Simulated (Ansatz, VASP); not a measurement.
This is a calculation of Hf for Ansatz 0.2.0.

File input.yaml:

```yaml
crystal:
  lattice:
    - [-1.8404011445, 1.8404011445, 1.8404011445]
    - [1.8404011445, -1.8404011445, 1.8404011445]
    - [1.8404011445, 1.8404011445, -1.8404011445]
  atoms:
    - { symbol: Hf, position: [0.0, 0.0, 0.0] }
kpoints:
  mp_grid: { grid: [10, 10, 10] }
scf:
  occupations: { method: fermi_dirac, width: 0.05 }
hamiltonian:
  xc: pbe
  pseudopotentials: { kind: all_electron, lapw: { basis_error: 0.0005 } }
output:
  forces: true
  stress: true
  eigenvalues: true
```

Potentials or basis: all-electron LAPW, scalar-relativistic.

The run is started by

```console
$ ansatz run input.yaml --threads 1 --pin off --max-ram 2560MiB --backend cpu --events-out ev --progress --plain --runs-dir out
```

Question: Set up the same calculation for VASP 6.6.1. Potentials there: VASP PAW PBE potentials, release 64 (Hf_pv).

Answer: As run (the cutoff follows the program's own potentials):

INCAR

```
SYSTEM = Hf
  PREC = Accurate
  ENCUT = 520
  EDIFF = 1E-7
  ISMEAR = -1
  SIGMA = 0.05
  LREAL = .False.
  LASPH = .True.
  NELM = 60
  ALGO = Normal
  ISIF = 2
  LWAVE = .False.
  LCHARG = .False.
  GGA = PE
  NBANDS = 11
```

Contents of KPOINTS:

```
regular mesh
0
Gamma
  10 10 10
  0 0 0
```

POSCAR

```
Hf
1.0
   -1.8404011445      1.8404011445      1.8404011445
    1.8404011445     -1.8404011445      1.8404011445
    1.8404011445      1.8404011445     -1.8404011445
Hf
1
Direct
    0.0000000000      0.0000000000      0.0000000000
```

Potentials or basis: VASP PAW PBE potentials, release 64 (Hf_pv).

Run with:

```console
$ cat potpaw_PBE.64/Hf_pv/POTCAR > POTCAR
$ mpirun -np 1 vasp_std > vasp.out
```

Both were run:

|  | VASP | Ansatz | Ansatz less VASP |
| --- | --- | --- | --- |
| gap on the k mesh at the Fermi level (eV) | none | none | - |
| pressure (GPa) | -9.6 | -9.3 | +0.37 |

A gap of «none» marks a metal or a gap that the smearing closes. Ansatz ran all-electron here, so the differences hold the error of VASP's frozen core and of both bases.

The runs have no spin-orbit coupling, so splittings on Hf are missing.
